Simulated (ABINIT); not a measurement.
Si2Mo:

```
CELL_PARAMETERS angstrom
-1.60000 1.60000 3.93050
1.60000 -1.60000 3.93050
1.60000 1.60000 -3.93050
ATOMIC_POSITIONS crystal
Mo 0.00000 0.00000 0.00000
Si 0.66700 0.66700 0.00000
Si 0.33300 0.33300 0.00000
```

Base run:

| Quantity | Value |
| --- | --- |
| Program | ABINIT 10.8.3 (patched build) |
| Functional | r2SCAN |
| Potentials or basis | PseudoDojo NC SR PBE v0.4.1 standard |
| Cutoff | 1306 eV |
| k mesh | 8 × 8 × 8 |
| Occupations | fermi-dirac, width 0.05 eV |
| Spin | no spin polarisation |

Its results: band gap on the k mesh none (metal or under the smearing width); pressure 0.3 GPa; largest force 0.430 eV/Å.

Q: The run is repeated on the same cell with these changes: potentials or basis from PseudoDojo NC SR PBE v0.4.1 standard to SG15 NC PBE v1.2; cutoff from 1306 eV to 599 eV. What comes out?

A: Band gap on the k mesh none (metal or under the smearing width); pressure -0.4 GPa; largest force 0.424 eV/Å.

Caveats: the potentials were made for another functional, which shifts forces and pressure; a meta-GGA on potentials with a model core is unreliable (some runs).
